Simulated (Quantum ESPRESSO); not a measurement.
Crystal: Re.

```
Re
1.0
     0.00000    1.97500    1.97500
     1.97500    0.00000    1.97500
     1.97500    1.97500    0.00000
Re
1
Direct
  0.00000 0.00000 0.00000
```

This isn't the form of Re at room conditions, which is hcp.

```yaml
Program: Quantum ESPRESSO 7.5
Task: phonons and electron-phonon coupling
Functional: PBEsol
Potentials_or_basis: GBRV 1.5 PBEsol
Cutoff: 612 eV
Density_cutoff: 4898 eV
k_mesh: 12 × 12 × 12
Occupations: methfessel-paxton, width 0.272 eV
Spin: no spin polarisation
Mixing_beta: 0.5
Most_SCF_iterations: 120
SCF_threshold: 2e-10 Ry
q_mesh: 4 × 4 × 4
```

The cell and the atoms were relaxed first, to 14.61 Å³/atom (a = 2.744 Å, b = 2.744 Å, c = 2.744 Å, α = 60.00°, β = 60.00°, γ = 60.00°), and the response was taken there.

Levels for the coupling come from a 36 × 36 × 36 mesh; ten broadenings of the double delta from 0.07 to 0.68 eV; Tc from the McMillan formula in the Allen-Dynes form.

Problem. How strong is the electron-phonon coupling, and what superconducting temperature follows?

Solution. Over broadenings from 0.27 to 0.54 eV, λ lies between 0.82 and 0.84 and ω_log near 185 K, which gives Tc from 9.2 to 9.6 K at μ* = 0.10 and from 7.5 to 7.8 K at μ* = 0.13.

Electron-phonon coupling by broadening of the double delta (levels on a 36 × 36 × 36 mesh):
| broadening (eV) | λ | N(E_F) (states/eV a spin and cell) | ω_log (K) | Tc, μ* 0.10 (K) | Tc, μ* 0.13 (K) |
| --- | --- | --- | --- | --- | --- |
| 0.07 | 0.84 | 0.425 | 193 | 9.9 | 8.1 |
| 0.14 | 0.80 | 0.423 | 188 | 8.8 | 7.1 |
| 0.20 | 0.80 | 0.422 | 187 | 8.8 | 7.2 |
| 0.27 | 0.82 | 0.424 | 186 | 9.2 | 7.5 |
| 0.34 | 0.83 | 0.427 | 186 | 9.4 | 7.7 |
| 0.41 | 0.84 | 0.429 | 185 | 9.5 | 7.8 |
| 0.48 | 0.84 | 0.430 | 185 | 9.6 | 7.8 |
| 0.54 | 0.84 | 0.430 | 184 | 9.5 | 7.8 |
| 0.61 | 0.84 | 0.430 | 184 | 9.5 | 7.8 |
| 0.68 | 0.84 | 0.430 | 183 | 9.5 | 7.8 |

Eliashberg function at a broadening of 0.27 eV:
```
cm⁻¹    α²F
   5  0.000
  14  0.000
  24  0.000
  34  0.001
  43  0.002
  53  0.004
  63  0.011
  72  0.021
  82  0.047
  92  0.123
 101  0.513
 111  0.676
 121  0.502
 130  0.445
 140  0.441
 150  0.651
 159  0.835
 169  1.241
 179  0.154
 188  0.007
```

Phonon frequencies at the corners of the path (cm⁻¹, interpolated; i marks imaginary ones):
```
point  frequencies
    Γ        0 0 0
    X  119 119 190
    W  144 155 155
    K  107 158 165
    L  108 108 138
    U  107 158 165
```

The smallest broadenings aren't converged on these meshes, and μ* is assumed, not computed; spin fluctuations are left out.

Caveat: λ from interpolated matrix elements is rough: modes that symmetry makes equal can differ by tens of percent.
